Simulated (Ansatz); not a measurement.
# Au, dhcp: how the functional moves the structure

All rows: Ansatz, plane waves with scalar-relativistic PAW, 420 eV (500 eV for the SCAN forms), relaxed under each functional, no dispersion correction, no zero-point motion. B₀ comes from uniform scaling at fixed shape; a dash is a value not given.

```json
{"functional": "PBE", "V (Å³/atom)": "17.98", "cell": "a = 2.918 Å, c = 9.755 Å (c/a = 3.343)", "B₀ (GPa)": "138", "magnetic state": "spin not included", "ΔE to fcc (meV/atom)": "3"}
{"functional": "r²SCAN", "V (Å³/atom)": "17.55", "cell": "a = 2.893 Å, c = 9.687 Å (c/a = 3.349)", "B₀ (GPa)": "151", "magnetic state": "spin not included", "ΔE to fcc (meV/atom)": "6"}
{"functional": "PBEsol", "V (Å³/atom)": "17.02", "cell": "a = 2.868 Å, c = 9.554 Å (c/a = 3.331)", "B₀ (GPa)": "173", "magnetic state": "spin not included", "ΔE to fcc (meV/atom)": "2"}
{"functional": "LDA", "V (Å³/atom)": "16.58", "cell": "a = 2.844 Å, c = 9.468 Å (c/a = 3.330)", "B₀ (GPa)": "193", "magnetic state": "spin not included", "ΔE to fcc (meV/atom)": "2"}
{"functional": "revPBE", "V (Å³/atom)": "18.36", "cell": "a = 2.937 Å, c = 9.830 Å (c/a = 3.347)", "B₀ (GPa)": "124", "magnetic state": "spin not included", "ΔE to fcc (meV/atom)": "3"}
{"functional": "RPBE", "V (Å³/atom)": "18.52", "cell": "a = 2.945 Å, c = 9.861 Å (c/a = 3.348)", "B₀ (GPa)": "119", "magnetic state": "spin not included", "ΔE to fcc (meV/atom)": "3"}
{"functional": "BLYP", "V (Å³/atom)": "19.48", "cell": "a = 2.982 Å, c = 10.117 Å (c/a = 3.392)", "B₀ (GPa)": "101", "magnetic state": "spin not included", "ΔE to fcc (meV/atom)": "2"}
```

LDA gives the smallest volume and BLYP the largest.
